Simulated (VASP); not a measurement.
Crystal: CdSe (Cadmoselite).

```xyz
4
Lattice="4.3097 0.0000 0.0000 -2.1548 3.7323 0.0000 0.0000 0.0000 7.0352" Properties=species:S:1:pos:R:3 pbc="T T T"
Cd    0.0000    2.4882    0.0328
Cd    2.1548    1.2441    3.5504
Se    0.0000    2.4882    2.6757
Se    2.1548    1.2441    6.1933
```

Program: VASP 6.6.1. Alike in all runs: task band structure; no spin polarisation; cell as given; k mesh 9 × 9 × 4; cutoff (eV) 520; smearing gaussian 0.03 eV.

Order these runs on this cell by their band gap on the k mesh, lowest first.
A. level LDA; potentials or basis VASP PAW LDA potentials, release 64 (Cd, Se)
B. level r2SCAN; potentials or basis VASP PAW PBE potentials, release 64 (Cd, Se)
C. level TB-mBJ; potentials or basis VASP PAW PBE potentials, release 64 (Cd, Se)

A (0.41 eV), B (1.14 eV), C (2.00 eV).

Runs at the PBE level aren't shown here.
